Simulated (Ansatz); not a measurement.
## B$_{13}$P$_{10}$: short dynamics, then relaxation

A packing of 23 atoms, thrown in at random and pushed apart as soft spheres with like charges further apart (13 B, 10 P) went through Langevin stages in a fixed cell of 13.54 Å³/atom, at one k point, without spin and with a Fermi–Dirac width of kT (0.05 eV at least). The calculation used DFT PBE, scalar-relativistic, plane waves, PAW in Ansatz 0.2.0.

| thermostat (K) | duration (fs) | friction (1/fs) | cutoff (eV) | mean T (K) | mean P (GPa) | mean square displacement (Å²) |
| --- | --- | --- | --- | --- | --- | --- |
| 4000 | 36 | 0.030 | 320 | 4505 | 4.3 | 0.56 |
| 4000 | 258 | 0.005 | 420 | 3974 | 4.9 | 5.73 |
| 2880 | 249 | 0.005 | 420 | 2643 | 0.0 | 2.20 |
| 1600 | 226 | 0.015 | 420 | 1667 | -0.4 | 0.79 |
| 300 | 150 | 0.015 | 420 | 480 | -3.8 | 0.13 |

Means run over the second half of a stage; pressure includes the kinetic part; displacements count from the stage's start, the atoms' common shift taken off.

Cell and atoms were then relaxed on coarser meshes and computed once more: Cutoff 420 eV; k points 6×5×5 on the computed 23-atom cell (Γ-centred); Gaussian smearing, width 0.10 eV; no spin polarisation.

**Question.** What structure is left?

**Answer.** One draw of many: 13.12 Å³/atom with no gap on the mesh, 0.22 eV/atom above the elements' standard states (static lattices, no corrections for gases) (a random packing after short dynamics, relaxed).

Counting as bonded all pairs within 1.2 times the summed covalent radii:

```tsv
atom → neighbour	mean count	mean length (Å)	spread (Å)
B → B	2.46	1.77	0.07
B → P	2.15	1.97	0.06
P → B	2.80	1.97	0.06
P → P	1.20	2.32	0.07
```

Angles between all pairs of such bonds at an atom (mean ± spread): 105 ± 27° at B, 103 ± 24° at P.

```yaml
crystal:
  lattice:
    - [6.18998, 0.19945, -0.17393]
    - [0.19059, 6.99346, -0.11681]
    - [-0.16987, -0.14841, 6.98333]
  atoms:
    - { symbol: P, position: [0.73128, 0.59136, 0.25683] }
    - { symbol: P, position: [0.72691, 0.98705, 0.23828] }
    - { symbol: P, position: [0.91878, 0.92536, 0.52436] }
    - { symbol: P, position: [0.56657, 0.73020, 0.87812] }
    - { symbol: P, position: [0.65429, 0.10495, 0.66696] }
    - { symbol: P, position: [0.40992, 0.44681, 0.61381] }
    - { symbol: P, position: [0.21532, 0.06065, 0.93956] }
    - { symbol: P, position: [0.09071, 0.75462, 0.95822] }
    - { symbol: P, position: [0.26862, 0.33817, 0.32461] }
    - { symbol: P, position: [0.73591, 0.30347, 0.09802] }
    - { symbol: B, position: [0.78976, 0.31015, 0.81163] }
    - { symbol: B, position: [0.86876, 0.63686, 0.51143] }
    - { symbol: B, position: [0.19024, 0.48591, 0.80349] }
    - { symbol: B, position: [0.80678, 0.77124, 0.06997] }
    - { symbol: B, position: [0.06835, 0.25455, 0.78270] }
    - { symbol: B, position: [0.68656, 0.54652, 0.69312] }
    - { symbol: B, position: [0.38265, 0.17910, 0.53520] }
    - { symbol: B, position: [0.47051, 0.46115, 0.17014] }
    - { symbol: B, position: [0.43579, 0.96016, 0.77052] }
    - { symbol: B, position: [0.34548, 0.59159, 0.99395] }
    - { symbol: B, position: [0.18767, 0.05339, 0.64256] }
    - { symbol: B, position: [0.94791, 0.45573, 0.68412] }
    - { symbol: B, position: [0.10954, 0.50854, 0.50758] }
```

The final mesh leaves forces up to 0.19 eV/Å and stresses up to 0.1 GPa: the relaxation ran on a coarser mesh, so the cell's shape, its bonds and its energy belong partly to that mesh.

Cost: 6 runs of about 65 core-minutes in all (earlier runs that led there not counted), on Intel Xeon Processor @ 2.50GHz (Skylake/Cascade Lake) (shared hosts).